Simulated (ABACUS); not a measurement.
**CsPbCl3 under changes of volume**

One of the cells (35.217 Å³/atom); the others are scaled copies at fixed shape and fractional positions:

```
Pb Cs Cl
1.0
     5.60500    0.00000    0.00000
     0.00000    5.60500    0.00000
     0.00000    0.00000    5.60500
Pb Cs Cl
1 1 3
Direct
  0.50000 0.50000 0.50000
  0.00000 0.00000 0.00000
  0.50000 0.00000 0.50000
  0.00000 0.50000 0.50000
  0.50000 0.50000 0.00000
```

| Property | Result |
| --- | --- |
| Program | ABACUS 3.10.1 |
| Functional | PBE |
| Potentials or basis | PseudoDojo NC SR 0.4.1 PBE standard |
| Cutoff | 857 eV |
| Density cutoff | 3429 eV |
| Basis | plane waves |
| k mesh | 5 × 5 × 5 |
| Occupations | fermi-dirac, width 0.05 eV |
| Spin | no spin polarisation |

```csv
volume (Å³/atom),energy over the lowest point (meV/atom),pressure (GPa),gap on the mesh (eV)
33.104,48.62,3.8,2.81
33.809,33.47,3.1,2.86
34.513,21.54,2.4,2.91
35.217,12.50,1.7,2.96
35.922,?,?,?
36.626,1.98,0.7,3.04
37.330,0.00,0.2,3.08
```

Task: What does the run at 35.922 Å³/atom give?

Result: Energy over the lowest point 6.07 meV/atom; pressure 1.2 GPa; gap on the mesh 3.00 eV.

Worked out: A Birch-Murnaghan fit of order 3 (a polynomial in V^(-2/3)) to the other rows has its minimum at 37.70 Å³/atom, just outside them, with B0 = V·E''(V) = 22 GPa and B' = 4.5. It gives 6.06 meV/atom at 35.922 Å³/atom, against the run's 6.07, and -dE/dV = 1.2 GPa, against 1.2. A straight line through the other rows of the gap, of slope 2.24 eV per unit of ln V (its deformation potential), gives 3.00 eV, against the run's 3.00.

Energies are extrapolated to zero smearing.

Caveats: spin-orbit coupling is left out, which as a rule narrows the gap of such compounds by several tenths of an eV; an odd mesh through Γ misses points on the zone boundary, where band edges often lie.
